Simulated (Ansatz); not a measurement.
BN under changes of volume

One of the cells (9.476 Å³/atom); the others are scaled copies at fixed shape and fractional positions:

```
CELL_PARAMETERS angstrom
0.00000 3.49532 2.16609
1.25163 0.00000 2.16609
1.25163 3.49532 0.00000
ATOMIC_POSITIONS crystal
N 0.66665 0.66665 0.33335
B 0.00005 0.00005 0.99995
```

Measurements of this composition are mostly on another form, of space group No. 194.

| Property | Result |
| --- | --- |
| Program | Ansatz 0.2.0 |
| Functional | LDA |
| Potentials or basis | Ansatz PAW |
| Cutoff | 420 eV (not typed: the program's choice for these potentials) |
| k mesh | 13 × 13 × 13 |
| Occupations | fermi-dirac, width 0.05 eV |
| Spin | no spin polarisation |

| volume (Å³/atom) | energy over the lowest point (meV/atom) | pressure (GPa) | gap on the mesh (eV) | largest force (eV/Å) |
| --- | --- | --- | --- | --- |
| 8.908 | 13.56 | 11.3 | 3.74 | 0.013 |
| 9.097 | 3.58 | 5.6 | 3.73 | 0.012 |
| 9.287 | 0.00 | 0.5 | 3.72 | 0.011 |
| 9.476 | ? | ? | ? | ? |
| 9.666 | 9.80 | -8.5 | 3.70 | 0.009 |
| 9.855 | 22.19 | -12.4 | 3.68 | 0.009 |
| 10.045 | 39.00 | -16.0 | 3.67 | 0.008 |

Q: What does the run at 9.476 Å³/atom give?

A: Energy over the lowest point 2.24 meV/atom; pressure -4.2 GPa; gap on the mesh 3.71 eV; largest force 0.010 eV/Å.

Worked out: A Birch-Murnaghan fit of order 3 (a polynomial in V^(-2/3)) to the other rows has its minimum at 9.31 Å³/atom with B0 = V·E''(V) = 240 GPa and B' = 3.7 at fixed shape and positions, which overstates the stiffness. It gives 2.24 meV/atom at 9.476 Å³/atom, against the run's 2.24, and -dE/dV = -4.2 GPa, against -4.2. A straight line through the other rows of the gap, of slope -0.588 eV per unit of ln V, gives 3.71 eV, against the run's 3.71.

Energies are extrapolated to zero smearing.

Caveats: odd divisions of the mesh miss points on the zone boundary, where band edges often lie, so the gap on the mesh can be too wide; the PAW data sets come from PBE, with cores solved anew for the run's functional, which leaves a small shift of forces and pressure.

A mesh can miss the band edges.
